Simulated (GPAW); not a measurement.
Crystal: AlPt.

```
CELL_PARAMETERS angstrom
3.09155 0.00000 0.00000
0.00000 3.09155 0.00000
0.00000 0.00000 3.09155
ATOMIC_POSITIONS crystal
Pt 0.50000 0.50000 0.50000
Al 0.00000 0.00000 0.00000
```

Measurements of this composition are mostly on another form, of space group No. 198.

* Program: GPAW 26.7.0
* Task: relaxation of cell and atoms
* Functional: PBEsol
* Dispersion: D4
* Potentials or basis: PAW data sets generated in the run's folder for this functional
* Cutoff: 600 eV
* Basis: pw
* k mesh: 9 × 9 × 9
* Occupations: fermi-dirac, width 0.05 eV
* Spin: no spin polarisation

At the start: pressure -8.4 GPa; volume 14.77 Å³/atom.

Problem. How do energy, volume and symmetry change on relaxing?

Solution. Over 4 steps the energy falls by 17.5 meV/atom and the volume is 14.13 Å³/atom (-4.3 %); space group Pm-3m (No. 221, to 0.05 Å).

The path:
```csv
step,energy change (eV),largest force (eV/Å),pressure (GPa),volume (Å³)
1,0.0000,0.0000,-8.41,29.55
2,-0.0211,0.0000,-5.46,29.06
3,-0.0349,0.0000,0.37,28.22
4,-0.0350,0.0000,-0.01,28.27
```

Final structure:
```
CELL_PARAMETERS angstrom
3.04632 0.00000 0.00000
0.00000 3.04632 0.00000
0.00000 0.00000 3.04632
ATOMIC_POSITIONS crystal
Pt 0.50000 0.50000 0.50000
Al 0.00000 0.00000 0.00000
```

Caveat: later steps reuse the first step's grids; pairwise dispersion overbinds metals, which lowers pressure and volume.
